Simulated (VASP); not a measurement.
# ZnS (P1) in VASP: single point with PBEsol

Aim: the single point of ZnS with PBEsol.

Program: VASP 6.6.1. These are calculated values, not measurements. Logs are shortened: lines on timing, memory, paths and dates and some standing lists are left out, and cuts for length are marked.

## (1) The cell of the first run

The typed cell holds 2 atoms: a = 3.724 Å, b = 3.842 Å, c = 3.775 Å, α = 61.62°, β = 60.77°, γ = 62.08°.

## (2) Single point, PBEsol (cell strained at random at fixed volume)

The input, INCAR:

```
SYSTEM = ZnS
PREC = Accurate
ENCUT = 520
EDIFF = 1E-6
ISMEAR = -5
SIGMA = 0.05
LREAL = .FALSE.
LASPH = .TRUE.
NELM = 100
ALGO = Fast
ISIF = 2
LWAVE = .FALSE.
LCHARG = .FALSE.
GGA = PS
NBANDS = 16
```

The input, KPOINTS:

```
Automatic mesh
0
G
  7 6 7
  0 0 0
```

The input, POSCAR:

```
ZnS
1.0
   -0.0283200000      2.6483230000      2.6182130000
    2.7335060000     -0.1075290000      2.6974220000
    2.6718310000      2.6658570000     -0.0458540000
Zn S
1 1
Direct
    0.7500000000      0.7500000000      0.7500000000
    0.0000000000      0.0000000000      0.0000000000
```

Potentials or basis: VASP PAW PBE potentials, release 64 (Zn, S).

Command:

```
cat potpaw_PBE.64/Zn/POTCAR potpaw_PBE.64/S/POTCAR > POTCAR
mpirun -np 1 vasp_std > vasp.out
```

OUTCAR:

```text
SYSTEM = ZnS
   PREC = Accurate
   ENCUT = 520
   EDIFF = 1E-6
   ISMEAR = -5
   LREAL = .FALSE.
   LASPH = .TRUE.
   NELM = 100
   ISIF = 2
   GGA = PS

 ion  position               nearest neighbor table
   1  0.750  0.750  0.750-   2 2.29   2 2.32   2 2.34   2 2.41
   2  0.000  0.000  0.000-   1 2.29   1 2.32   1 2.34   1 2.41

  LATTYP: Found a triclinic cell.
 ALAT       =     6.6342346279
 B/A-ratio  =     0.5882206453
 C/A-ratio  =     0.5689573078
 COS(alpha) =     0.0019547186
 COS(beta)  =     0.2959896324
 COS(gamma) =     0.8662498457

  Lattice vectors:

 A1 = (  -5.4619770000,   2.7383180000,   2.5848580000)
 A2 = (  -2.7618260000,   2.7558520000,  -0.0792090000)
 A3 = (  -2.6718310000,  -2.6658570000,   0.0458540000)

Analysis of symmetry for initial positions (statically):
=====================================================================
 Subroutine PRICEL returns:
 Original cell was already a primitive cell.

 Routine SETGRP: Setting up the symmetry group for a
 triclinic supercell.

 Subroutine GETGRP returns: Found  1 space group operations
 (whereof  1 operations were pure point group operations)
 out of a pool of  2 trial point group operations.

The static configuration has the point symmetry C_1 .

Analysis of symmetry for dynamics (positions and initial velocities):
=====================================================================
 Subroutine PRICEL returns:
 Original cell was already a primitive cell.

 Routine SETGRP: Setting up the symmetry group for a
 triclinic supercell.

 Subroutine GETGRP returns: Found  1 space group operations
 (whereof  1 operations were pure point group operations)
 out of a pool of  2 trial point group operations.

The dynamic configuration has the point symmetry C_1 .

 Subroutine INISYM returns: Found  1 space group operations
 (whereof  1 operations are pure point group operations),
 and found     1 'primitive' translations

----------------------------------------------------------------------------------------

                                     Primitive cell

  volume of cell :      39.4536

  direct lattice vectors                    reciprocal lattice vectors
    -0.028320000  2.648323000  2.618213000    -0.182138502  0.185848870  0.191983616
     2.733506000 -0.107529000  2.697422000     0.179989315 -0.177274893  0.181260453
     2.671831000  2.665857000 -0.045854000     0.188200513  0.183336905 -0.183409640

  length of vectors
     3.724171861  3.841835887  3.774596273     0.323375858  0.310930689  0.320423079

  position of ions in fractional coordinates (direct lattice)
     0.750000000  0.750000000  0.750000000
     0.000000000  0.000000000  0.000000000

  ion indices of the primitive-cell ions
   primitive index   ion index
                 1           1
                 2           2

----------------------------------------------------------------------------------------

 KPOINTS: Automatic mesh

Automatic generation of k-mesh.
 Grid dimensions read from file:
 generate k-points for:    7    6    7

 Generating k-lattice:

  Cartesian coordinates                     Fractional coordinates (reciprocal lattice)
    -0.026019786  0.026549839  0.027426231     0.142857143  0.000000000 -0.000000000
     0.029998219 -0.029545816  0.030210076     0.000000000  0.166666667  0.000000000
     0.026885788  0.026190986 -0.026201377     0.000000000  0.000000000  0.142857143

  Length of vectors
     0.046196551  0.051821782  0.045774726

  Shift w.r.t. Gamma in fractional coordinates (k-lattice)
     0.000000000  0.000000000  0.000000000

 TETIRR: Found    880 inequivalent tetrahedra from     1764

 Subroutine IBZKPT returns following result:
 ===========================================

 Found    148 irreducible k-points:

 Following reciprocal coordinates:
            Coordinates               Weight
  0.000000  0.000000  0.000000      1.000000
  0.142857 -0.000000 -0.000000      2.000000
  0.285714 -0.000000  0.000000      2.000000
  0.428571 -0.000000 -0.000000      2.000000
 -0.000000  0.166667 -0.000000      2.000000
  0.142857  0.166667 -0.000000      2.000000
[... 16 lines left out ...]
 -0.000000  0.000000  0.142857      2.000000
  0.142857 -0.000000  0.142857      2.000000
 [... further k-points ...]
   k-points           NKPTS =    148   k-points in BZ     NKDIM =    148   number of bands    NBANDS=     16
   number of dos      NEDOS =    301   number of ions     NIONS =      2
   total plane-waves  NPLWV =  23520
   dimension x,y,z NGX =    28 NGY =   30 NGZ =   28
   dimension x,y,z NGXF=    56 NGYF=   60 NGZF=   56
   ions per type =               1   1
   NGX,Y,Z   is equivalent  to a cutoff of  12.50, 12.98, 12.33 a.u.
   NGXF,Y,Z  is equivalent  to a cutoff of  25.00, 25.96, 24.66 a.u.
 SYSTEM =  ZnS
   PREC   = accura    normal or accurate (medium, high low for compatibility)
   ISTART =      0    job   : 0-new  1-cont  2-samecut
   ICHARG =      2    charge: 1-file 2-atom 10-const
   ISPIN  =      1    spin polarized calculation?
   LNONCOLLINEAR =      F non collinear calculations
   LSORBIT =      F    spin-orbit coupling
   LASPH  =      T    aspherical Exc in radial PAW
   ENCUT  =  520.0 eV  38.22 Ry    6.18 a.u.   6.92  7.14  7.02*2*pi/ulx,y,z
   NELM   =    100;   NELMIN=  2; NELMDL= -5     # of ELM steps
   EDIFF  = 0.1E-05   stopping-criterion for ELM
   LREAL  =      F    real-space projection
   EDIFFG = 0.1E-04   stopping-criterion for IOM
   NSW    =      0    number of steps for IOM
   IBRION =     -1    ionic relax: 0-MD 1-quasi-New 2-CG
   NFREE  =      0    steps in history (QN), initial steepest desc. (CG)
   ISIF   =      2    stress and relaxation
   ISYM   =      2    0-nonsym 1-usesym 2-fastsym
   POTIM  = 0.5000    time-step for ionic-motion
   TEBEG  =    0.0;   TEEND  =   0.0 temperature during run
   PSTRESS=    0.0 pullay stress
   NELECT =      18.0000    total number of electrons
   NUPDOWN=      -1.0000    fix difference up-down
   EMIN   =  10.00;   EMAX   =-10.00  energy-range for DOS
   EFERMI =   0.00;   METHOD = LEGACY
   ISMEAR =    -5;   SIGMA  =   0.05  broadening in eV -4-tet -1-fermi 0-gaus
   EFERMI_NEDOS =   21; number of points for ismear=-14 and -15
   IALGO  =     68    algorithm
   IMIX   =      4    mixing-type and parameters
     AMIX     =   0.40;   BMIX     =  1.00
     AMIX_MAG =   1.60;   BMIX_MAG =  1.00
  volume/ion in A,a.u.               =      19.73       133.12
  Fermi-wavevector in a.u.,A,eV,Ry     =   1.260289  2.381602 21.610535  1.588329
  Thomas-Fermi vector in A             =   2.393807
   LORBIT       =      0    0 simple, 1 ext, 2 COOP (PROOUT), +10 PAW based schemes
   GGA     = PS    functional components
   LHFCALC =     F    Hartree Fock is set to
   AEXX    =    0.0000 exact exchange contribution
   IVDW    =     0    specifies the selected vdW correction
   LEPSILON=     F    determine dielectric tensor
   LRPA    =     F    only Hartree local field effects (RPA)
 non-spin polarized calculation
 RMM-DIIS sequential band-by-band and
 Fermi weights with tetrahedron method with Bloechl corrections
  energy-cutoff  :      520.00
  volume of cell :       39.45
 maximum number of plane-waves:      1080
   NGX = 13   NGY = 15   NGZ = 13

 number of electron      18.0000001 magnetization

 Free energy of the ion-electron system (eV)
  ---------------------------------------------------
  ext. energy  EPLUGINS =         0.00000000
  ---------------------------------------------------
  free energy    TOTEN  =        -7.55468793 eV

  energy without entropy =       -7.55468793  energy(sigma->0) =       -7.55468793

 E-fermi :   2.1792     XC(G=0):  -9.8485

 val. band max:        2.1182676539   @ k =   0.0000   0.0000   0.0000
 cond. band min:       3.9585907142   @ k =   0.0000   0.0000   0.0000
 fundamental gap:      1.8403230603
 Fermi energy:         2.1791734402

 k-point     1 :       0.0000    0.0000    0.0000
  band No.  band energies     occupation
      1     -11.1470      2.00000
      2      -4.3851      2.00000
      3      -4.3690      2.00000
      4      -4.3426      2.00000
      5      -3.8673      2.00000
      6      -3.8629      2.00000
[... 8 lines left out ...]
     15      13.6768      0.00000
     16      13.8800      0.00000

 k-point     2 :       0.1429   -0.0000   -0.0000
  band No.  band energies     occupation
      1     -10.9886      2.00000
      2      -4.3773      2.00000
      3      -4.3496      2.00000
      4      -4.3136      2.00000
      5      -3.8680      2.00000
      6      -3.8674      2.00000
[... 8 lines left out ...]
     15      13.0214      0.00000
     16      14.5582      0.00000

 k-point     3 :       0.2857   -0.0000    0.0000
  band No.  band energies     occupation
      1     -10.5944      2.00000
      2      -4.3168      2.00000
      3      -4.2864      2.00000
      4      -4.2509      2.00000
      5      -3.8649      2.00000
      6      -3.8568      2.00000
[... 8 lines left out ...]
     15      13.2896      0.00000
     16      13.8075      0.00000

 k-point     4 :       0.4286   -0.0000   -0.0000
  band No.  band energies     occupation
      1     -10.2273      2.00000
      2      -4.2635      2.00000
      3      -4.2346      2.00000
      4      -3.9387      2.00000
      5      -3.8391      2.00000
      6      -3.8258      2.00000
[... 8 lines left out ...]
     15      14.4388      0.00000
     16      15.1464      0.00000
[... 324 lines left out ...]
 k-point    22 :       0.4286    0.5000    0.0000
  band No.  band energies     occupation
      1      -9.8920      2.00000
      2      -4.3941      2.00000
      3      -4.0689      2.00000
      4      -3.9957      2.00000
      5      -3.7933      2.00000
      6      -3.6482      2.00000
[... 8 lines left out ...]
     15      15.5617      0.00000
     16      16.5286      0.00000

 k-point    23 :      -0.0000    0.0000    0.1429
  band No.  band energies     occupation
      1     -10.9936      2.00000
      2      -4.3740      2.00000
      3      -4.3498      2.00000
      4      -4.3183      2.00000
      5      -3.8700      2.00000
      6      -3.8640      2.00000
[... 8 lines left out ...]
     15      13.2157      0.00000
     16      14.5745      0.00000

 k-point    24 :       0.1429   -0.0000    0.1429
  band No.  band energies     occupation
      1     -10.9424      2.00000
      2      -4.4016      2.00000
      3      -4.3188      2.00000
      4      -4.3008      2.00000
      5      -3.8869      2.00000
      6      -3.8513      2.00000
[... 8 lines left out ...]
     15      14.0412      0.00000
     16      15.2986      0.00000

 [... further k-points ...]
[... 5 lines left out ...]
  --------------------------------------------------------------------------------------
  -------------------------------------------------------------------------------------
  Total       -0.4061596     -0.3673016     -0.2598205      0.5241771      0.7573483     -0.1438410
  in kB      -16.4938187    -14.9158267    -10.5511039     21.2864143     30.7553106     -5.8412667
  external PRESSURE =     -13.9869164 kB  Pullay stress =       0.0000000 kB

 VOLUME and BASIS-vectors are now :
 -----------------------------------------------------------------------------
  energy-cutoff  :      520.00
  volume of cell :       39.45
      direct lattice vectors                 reciprocal lattice vectors
    -0.028320000  2.648323000  2.618213000    -0.182138502  0.185848870  0.191983616
     2.733506000 -0.107529000  2.697422000     0.179989315 -0.177274893  0.181260453
     2.671831000  2.665857000 -0.045854000     0.188200513  0.183336905 -0.183409640

 POSITION                                       TOTAL-FORCE (eV/Angst)
 -----------------------------------------------------------------------------------
      4.03276      3.90499      3.95234        -0.230943      0.008989     -0.153851
      0.00000      0.00000      0.00000         0.230943     -0.008989      0.153851
 -----------------------------------------------------------------------------------
    total drift:                               -0.000233      0.000021     -0.000157

  FREE ENERGIE OF THE ION-ELECTRON SYSTEM (eV)
  ---------------------------------------------------
  free  energy   TOTEN  =        -7.5546879279 eV

  energy  without entropy=       -7.5546879279  energy(sigma->0) =       -7.55468793
```

Wall time 52 s (1 thread of Intel Xeon Platinum 8488C (Sapphire Rapids), shared host); peak memory 0.22 GiB.

Results:

| Item | Value |
| --- | --- |
| Free energy | -7.5547 eV |
| Pressure | -1.4 GPa |
| Largest force | 0.278 eV/Å |
| Band gap on the k mesh | 1.84 eV, direct |

Forces in eV/Å, atoms in the order of the input:
```
Zn  -0.231  0.009 -0.154
S    0.231 -0.009  0.154
```

Levels at points of the mesh, in eV from the valence-band top:
```tsv
k point	band 7	band 8	band 9	band 10	band 11	band 12
(0.00, 0.00, 0.00)	-0.23	-0.09	0.00	1.84	5.81	6.29
(0.00, 0.50, 0.00)	-5.41	-0.84	-0.76	3.37	6.81	7.06
```

Caveat: the PAW data sets were made with another functional, which shifts forces and pressure a little.
